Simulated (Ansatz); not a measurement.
Something may be wrong with this Ansatz 0.2.0 calculation of NbP.

The input input.yaml:

```yaml
crystal:
  lattice:
    - [-1.6749232544, 1.6749232544, 5.5105038489]
    - [1.6749232544, -1.6749232544, 5.5105038489]
    - [1.6749232544, 1.6749232544, -5.5105038489]
  atoms:
    - { symbol: Nb, position: [0.2498808, 0.7498808, 0.5] }
    - { symbol: Nb, position: [0.4998808, 0.4998808, 0.0] }
    - { symbol: P, position: [0.83274777, 0.33274777, 0.5] }
    - { symbol: P, position: [0.08274777, 0.08274777, 0.0] }
hamiltonian:
  xc: pbesol
  pseudopotentials: { kind: paw }
kpoints:
  mp_grid: { grid: [9, 9, 9] }
  band_path:
    path:
      - [[0.0, 0.0, 0.0], [0.0, 0.0, 0.5], [-0.0461931107, 0.0461931107, 0.5], [-0.2730965553, 0.2730965553, 0.2730965553], [0.0, 0.0, 0.0], [0.5, 0.5, -0.5], [0.2730965553, 0.7269034447, -0.2730965553], [0.0, 0.5, 0.0], [0.25, 0.25, 0.25], [0.5, 0.5, -0.0461931107], [0.5, 0.5, -0.5]]
      - [[0.0, 0.0, 0.5], [0.25, 0.25, 0.25]]
    npoints: 14
scf:
  occupations: { method: fermi_dirac, width: 0.05 }
  n_extra_bands: 10
  max_iter: 60
output:
  forces: true
  stress: true
  eigenvalues: true
  fatbands: false
basis:
  ecutwfc: "20 eV"
```

Potentials or basis: Ansatz PAW.

Command:

```bash
$ ansatz run input.yaml --threads 2 --pin off --max-ram 5632MiB --backend cpu --events-out ev --progress --plain --runs-dir out
```

Output:

```text
Error: inconsistent input (scf.n_extra_bands, basis.ecutwfc, kpoints): n_bands = 28 exceeds the smallest per-k basis n_pw = 11 (k-point 1, counted from 0 among those solved) — raise basis.ecutwfc
```

**Question.** What happened, and what is wrong with the input?

**Answer.** The program refused the input. The input holds a flaw that was put in on purpose: a cutoff far too low (basis.ecutwfc = 20 eV).
